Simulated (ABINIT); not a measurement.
Runs of ABINIT 10.8.3 (patched build) on Ga. It takes space group Pm-3m (No. 221, cubic). The conventional cell has a = 2.716 Å, b = 2.716 Å, c = 2.716 Å, α = 90.00°, β = 90.00°, γ = 90.00°. Ga (site symmetry m-3m) is surrounded by 6 Ga at 2.72 Å. The cell was built by a generator and needn't be a form met in nature.

```csv
level,gap on the mesh (eV),pressure (GPa)
PBEsol,none,(a)
WC,none,-2.7
SCAN,none,(b)
PW91,none,0.4
LDA,none,-4.6
```

Alike in all rows: task single point; potentials or basis JTH PAW PBE v2.0; no spin polarisation; cell as given; k mesh 10 × 10 × 10; cutoff (eV) 544; smearing fermi-dirac 0.05 eV.

Estimate the missing entries.

(a) -3.0; (b) -3.2.

Caveats: the PAW data sets were made with another functional, which shifts forces and pressure a little.

A k mesh can miss the band edges, and the runs leave out spin-orbit coupling on Ga.

A gap of «none» marks a metal or a gap under the smearing width.
